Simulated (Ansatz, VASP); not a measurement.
Al in VASP and in Ansatz

Contents of POSCAR:

```
Al
1.0
    0.0000000000      1.9342309775      1.9342309775
    1.9342309775      0.0000000000      1.9342309775
    1.9342309775      1.9342309775      0.0000000000
Al
1
Direct
    0.0000000000      0.0000000000      0.0000000000
```

INCAR.step1

```
SYSTEM = Al
PREC     = Accurate       ! precision mode
ENCUT    = 520            ! plane-wave cutoff, eV
ISMEAR   = 0              ! smearing method
SIGMA    = 0.1            ! smearing width, eV
LREAL    = .False.        ! projectors in reciprocal space
LASPH    = .True.         ! aspherical terms in the spheres
NELM     = 80             ! most SCF steps
NBANDS   = 8              ! bands
GGA      = PE             ! functional
ALGO     = Normal         ! electronic algorithm
EDIFF    = 1E-4           ! SCF threshold, eV
LWAVE    = .True.         ! write WAVECAR
LCHARG   = .False.        ! write CHGCAR
```

INCAR.step2

```
SYSTEM = Al
PREC     = Accurate       ! precision mode
ENCUT    = 520            ! plane-wave cutoff, eV
EDIFF    = 1E-6           ! SCF threshold, eV
ISMEAR   = 0              ! smearing method
SIGMA    = 0.1            ! smearing width, eV
LREAL    = .False.        ! projectors in reciprocal space
LASPH    = .True.         ! aspherical terms in the spheres
NELM     = 80             ! most SCF steps
ALGO     = Normal         ! electronic algorithm
ISIF     = 2              ! what is computed and relaxed
LWAVE    = .False.        ! write WAVECAR
LCHARG   = .True.         ! write CHGCAR
METAGGA  = R2SCAN         ! meta-GGA
LMIXTAU  = .True.       
LELF     = .True.         ! ELF
LVHAR    = .True.       
NBANDS   = 8              ! bands
ISTART   = 1
```

The input KPOINTS:

```
regular mesh
0
Gamma
  18 18 18
  0 0 0
```

Input for Ansatz:

```yaml
crystal:
  lattice:
    - [0.0, 1.9342309775, 1.9342309775]
    - [1.9342309775, 0.0, 1.9342309775]
    - [1.9342309775, 1.9342309775, 0.0]
  atoms:
    - { symbol: Al, position: [0.0, 0.0, 0.0] }
basis:
  ecutwfc: 500
kpoints:
  mp_grid: { grid: [18, 18, 18] }
hamiltonian:
  xc: r2scan
scf:
  occupations: { method: gaussian, width: 0.1 }
output:
  forces: true
  stress: true
  eigenvalues: true
```

Alike in both runs: task single point; functional r2SCAN; k mesh 18 × 18 × 18; occupations gaussian, width 0.1 eV; no spin polarisation.

|  | VASP | Ansatz |
| --- | --- | --- |
| version | VASP 6.6.1 | Ansatz 0.2.0 |
| potentials or method | VASP PAW PBE potentials, release 64 (Al) | scalar-relativistic, plane waves, PAW |
| plane-wave cutoff (eV) | 520 | 500 |
| valence electrons in the cell | 3 | 3 |

```csv
,VASP,Ansatz,Ansatz less VASP
gap on the k mesh at the Fermi level (eV),none,none,-
pressure (GPa),10.3,10.8,+0.42
```

A gap of «none» marks a metal or a gap that the smearing closes.

Caveats: the PAW data sets were made with another functional, which shifts forces and pressure a little (VASP).
